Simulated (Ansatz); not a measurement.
# BaTiO3, a database entry at a rescaled volume

```xyz
10
Lattice="-3.9413 0.0000 0.0000 0.0000 -2.7999 2.8063 0.0000 5.5998 5.6126" Properties=species:S:1:pos:R:3 pbc="T T T"
Ba    0.0000    0.0000    0.0000
Ba    0.0000    2.7999    2.8063
Ti   -1.9706    0.0000    2.8624
Ti   -1.9706    2.7999    5.6688
O     0.0000    0.0000    2.7502
O     0.0000    2.7999    5.5565
O    -1.9706   -1.3832    4.1365
O    -1.9706    1.4167    6.9428
O    -1.9706    1.3832    4.1365
O    -1.9706    4.1831    6.9428
```

Level: r2SCAN, with U_eff = 2.84 eV on Ti d (all-electron-ortho-atomic projectors), collinear spin; 500 eV; 5×5×3 Γ-centred mesh; fermi-dirac occupations (width 0.1 eV); Ansatz 0.2.0, fixed geometry.

The state carries no moments; the state need not be the lowest.

- Band edges: Within 0.7 eV of the edges, the states project mainly on O p (94 %) below the gap and on Ti d (90 %) above it.
- Charges: Bader charges in e: Ba +1.56, Ti +2.40, O -1.32. In the mean Ti gives up most and O takes most.
- Forces: The largest is on Ti3 (and as large on other atoms): 0.24 eV/Å, components (0.00, 0.00, -0.24). It makes 133° with the line to a nearest neighbour, O7 at 1.88 Å.
- Electronic structure: The gap is 2.80 eV, indirect or between spins (the least direct gap found is 3.04 eV).

Origin: a database entry at a rescaled volume. Caveats: the input typed no starting moments.
